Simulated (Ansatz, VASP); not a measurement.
This is a calculation of Mg for Ansatz 0.2.0.

input.yaml

```yaml
crystal:
  lattice:
    - [3.2093, 0.0, 0.0]
    - [-1.60465, 2.7793353284, 0.0]
    - [0.0, 0.0, 5.2103]
  atoms:
    - { symbol: Mg, position: [0.6666666667, 0.3333333333, 0.75] }
    - { symbol: Mg, position: [0.3333333333, 0.6666666667, 0.25] }
hamiltonian:
  xc: pbe
  pseudopotentials: { kind: paw }
kpoints:
  mp_grid: { grid: [10, 10, 5] }
scf:
  occupations: { method: gaussian, width: 0.028 }
output:
  forces: true
  stress: true
  eigenvalues: true
```

Potentials or basis: Ansatz PAW.

The run is started by

```console
$ ansatz run input.yaml --threads 2 --pin off --max-ram 5632MiB --backend cpu --events-out ev --progress --plain --runs-dir out
```

Task: Set up the same calculation for VASP 6.6.1. Potentials there: VASP PAW PBE potentials, release 64 (Mg).

Result: As run (the cutoff follows the program's own potentials):

The input INCAR:

```
SYSTEM = Mg
ALGO = Normal
EDIFF = 1E-7
ENCUT = 520
GGA = PE
ISIF = 2
ISMEAR = 0
LASPH = .True.
LCHARG = .False.
LREAL = .False.
LWAVE = .False.
NBANDS = 9
NELM = 60
PREC = Accurate
SIGMA = 0.028000000000000004
```

KPOINTS

```
k-points
0
Gamma
  10 10 5
  0 0 0
```

File POSCAR:

```
Mg
1.0
    3.2093000000      0.0000000000      0.0000000000
   -1.6046500000      2.7793353284      0.0000000000
    0.0000000000      0.0000000000      5.2103000000
Mg
2
Direct
    0.6666666667      0.3333333333      0.7500000000
    0.3333333333      0.6666666667      0.2500000000
```

Potentials or basis: VASP PAW PBE potentials, release 64 (Mg).

Launch:

```console
$ cat potpaw_PBE.64/Mg/POTCAR > POTCAR
$ mpirun -np 1 vasp_std > vasp.out
```

Both were run:

|  | VASP | Ansatz | Ansatz less VASP |
| --- | --- | --- | --- |
| gap on the k mesh at the Fermi level (eV) | none | none | - |
| pressure (GPa) | -0.6 | -0.4 | +0.13 |
| largest component of the traceless stress (GPa) | 0.48 | 0.47 | -0.008 |

A gap of «none» marks a metal or a gap that the smearing closes. The two sets of potentials don't hold the same shells in valence.
